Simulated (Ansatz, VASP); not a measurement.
## Se: VASP beside Ansatz

```xyz
1
Lattice="2.8106 0.0000 0.0000 0.0000 2.8106 0.0000 0.0000 0.0000 2.8106" Properties=species:S:1:pos:R:3 pbc="T T T"
Se    0.0000    0.0000    0.0000
```

This isn't the form of Se at room conditions, which is trigonal, of chains.

Alike in both runs: task relaxation of cell and atoms; functional PBEsol; dispersion D3(BJ); k mesh 12 × 12 × 12; no spin polarisation.

|  | VASP | Ansatz |
| --- | --- | --- |
| version | VASP 6.6.1 | Ansatz 0.2.0 |
| potentials or method | VASP PAW PBE potentials, release 64 (Se) | plane waves, PAW |
| plane-wave cutoff (eV) | 600 | 420 |
| occupations | methfessel-paxton of order 1, width 0.1 eV | cold, width 0.1 eV |
| valence electrons in the cell | 6 | 16 |

Ansatz gave:

```
relaxed volume (Å³/atom)                                     : 20.99
relaxed cell length with the largest relative difference (Å) : 2.759
energy change over the relaxation (meV/atom)                 : -18
```

Question: What did VASP give for the same quantities?

Answer: Relaxed volume (Å³/atom): 21.03; relaxed cell length with the largest relative difference (Å): 2.760; energy change over the relaxation (meV/atom): -17.

The two sets of potentials don't hold the same shells in valence. Ansatz warned: «pseudo_functional_mismatch».

Caveats: the PAW data sets were made with another functional, which shifts forces and pressure a little (VASP); pairwise dispersion overbinds metals, which lowers pressure and volume.
